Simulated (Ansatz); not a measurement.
A crystal relaxed with r2SCAN in the plane-wave code Ansatz has space group P-43m (No. 215) and a = 5.676 Å.

```
atom  site       x       y       z
  Xx    3d  0.5000  0.0000  0.0000
  As    4e  0.7504  0.2496  0.2496
  Ga    1b  0.5000  0.5000  0.5000
```

The r2SCAN gap is indirect, 1.52 eV (Γ to R), below the direct gap of 1.70 eV at Γ. With HSE06 the valence top lies at Γ and the conduction bottom at R, 1.90 eV higher; the smallest vertical gap, at Γ, is 2.07 eV. With PBE the valence top lies at Γ and the conduction bottom at R, 1.13 eV higher; the smallest vertical gap, at Γ, is 1.30 eV. Meshes: r2SCAN 4×4×4, HSE06 4×4×4, PBE 4×4×4. r2SCAN's ε∞ is 9.0 in all directions.

Question: Which element is Xx?
A. In
B. Al
C. B
D. Tl

Answer: B. Xx is Al: an ordered 8-atom cell of Al3GaAs4 on the zincblende lattice (P-43m). Al is surrounded by 4 As at 2.46 Å; As is surrounded by 3 Al at 2.46 Å and 1 Ga at 2.46 Å; Ga is surrounded by 4 As at 2.46 Å.

The calculation is spin-unpolarised, and the structure need not be a phase that has been made.

Spin-orbit coupling is left out.

The meshes of the hybrids are coarse, so their gaps aren't converged to the digits shown.
